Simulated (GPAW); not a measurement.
Runs of GPAW 26.7.0 on TiO. The structure is cubic, space group Pm-3m (No. 221). The conventional cell has a = 4.087 Å, b = 4.087 Å, c = 4.087 Å, α = 90.00°, β = 90.00°, γ = 90.00°. Around Ti (site symmetry 4/mmm) lie 4 O at 2.04 Å. O (site symmetry 4/mmm) is surrounded by 4 Ti at 2.04 Å. The cell comes from a database or a generator and needn't be the stable form of this composition.

```tsv
task	level	U	cell	k mesh	band path	band points	optimizer	fmax	max steps	gap on the mesh (eV)	pressure (GPa)	relaxed volume (Å³/atom)
band structure	PBEsol+U	Ti d U = 2 eV	as given	7 × 7 × 7	GXMGRX,MR	60	-	-	-	-	-4.2	-
band structure	PBEsol	-	as given	5 × 5 × 5	GXMGRX,MR	60	-	-	-	-	-7.1	-
band structure	PBEsol+U	Ti d U = 3 eV	as given	7 × 7 × 7	GXMGRX,MR	60	-	-	-	-	-2.6	-
single point	PBEsol	-	as given	7 × 7 × 7	-	-	-	-	-	none	-7.1	-
band structure	PBEsol+U	Ti d U = 1 eV	as given	7 × 7 × 7	GXMGRX,MR	60	-	-	-	-	-5.7	-
relaxation of cell and atoms	PBEsol+D3	-	relaxed	6 × 6 × 6	-	-	BFGS	0.02 eV/Å	60	none	0.0	10.84
band structure	PBEsol+U	Ti d U = 4 eV	as given	7 × 7 × 7	GXMGRX,MR	60	-	-	-	-	(a)	-
relaxation of cell and atoms	PBEsol+D3(BJ)+ATM	-	relaxed	6 × 6 × 6	-	-	BFGS	0.02 eV/Å	60	none	0.0	(b)
```

Alike in all rows: potentials or basis PAW data sets generated in the run's folder for this functional, pw; no spin polarisation; cutoff (eV) 800; smearing fermi-dirac 0.05 eV.

Q: Fill in the values left out.

A: (a) -1.0; (b) 10.81.

Caveats: U without spin polarisation on a metal has little footing (some runs); semilocal functionals often make such compounds metallic where correlation or magnetic order opens a gap, which also shifts bond lengths (some runs); later steps reuse the first step's grids (some runs); pairwise dispersion overbinds metals, which lowers pressure and volume (some runs).

A k mesh can miss the band edges.

A gap of «none» marks a metal or a gap under the smearing width.

Not every run made on this cell is shown here.
